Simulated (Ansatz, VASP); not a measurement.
## One calculation of Hf, two programs

```
CELL_PARAMETERS angstrom
3.10046 0.00000 0.00000
-1.55023 2.68508 0.00000
0.00000 0.00000 4.92367
ATOMIC_POSITIONS crystal
Hf 0.33333 0.66667 0.25000
Hf 0.66667 0.33333 0.75000
```

Alike in both runs: functional PBE; k mesh 14 × 14 × 8; occupations fermi-dirac, width 0.08 eV; no spin polarisation.

Ansatz relaxed the structure, and its values are those at the end. VASP's run is a single point on that final structure, the one shown.

|  | VASP | Ansatz |
| --- | --- | --- |
| version | VASP 6.6.1 | Ansatz 0.2.0 |
| potentials or method | VASP PAW PBE potentials, release 64 (Hf_pv), cutoff 520 eV | all-electron LAPW, scalar-relativistic |

```csv
,VASP,Ansatz,Ansatz less VASP
pressure (GPa),11.5,12.0,+0.48
```

Ansatz ran all-electron here, so the differences hold the error of VASP's frozen core and of both bases.

Spin-orbit coupling is left out, which matters for the levels of Hf.
